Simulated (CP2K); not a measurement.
The system is ZnSe (Stilleite).

```
CELL_PARAMETERS angstrom
4.00760 0.00000 0.00000
2.00380 3.47068 0.00000
2.00380 1.15689 3.27219
ATOMIC_POSITIONS crystal
Se 0.75000 0.75000 0.75000
Zn 0.00000 0.00000 0.00000
```

Base run:

```yaml
Program: CP2K 2026.2
Functional: PBE
Potentials_or_basis: GTH_POTENTIALS Se GTH-PBE-q6, Zn GTH-PBE-q12; DZVP-MOLOPT-SR-GTH basis
Density_cutoff: 6123 eV
k_mesh: 8 × 8 × 8
Occupations: fermi-dirac, width 0.05 eV
Spin: no spin polarisation
```

Its results: band gap on the k mesh 1.30 eV, direct; pressure 2.8 GPa.

The run is repeated on the same cell with these changes: potentials or basis from GTH_POTENTIALS Se GTH-PBE-q6, Zn GTH-PBE-q12; DZVP-MOLOPT-SR-GTH basis to POTENTIAL_UZH Se GTH-SCAN-q6, Zn GTH-SCAN-q12; DZVP-MOLOPT-SR-GTH basis; potentials from Se GTH-PBE-q6 of GTH_POTENTIALS, Zn GTH-PBE-q12 of GTH_POTENTIALS to Se GTH-SCAN-q6 of POTENTIAL_UZH, Zn GTH-SCAN-q12 of POTENTIAL_UZH. What comes out?

Band gap on the k mesh 1.51 eV, direct; pressure 2.7 GPa.

Caveats: the basis of atomic orbitals isn't converged, which shifts pressures, moduli and gaps; the potentials were made for another functional, which shifts forces and pressure (some runs).

A k mesh can miss the band edges.

Not every run made on this cell is shown here.
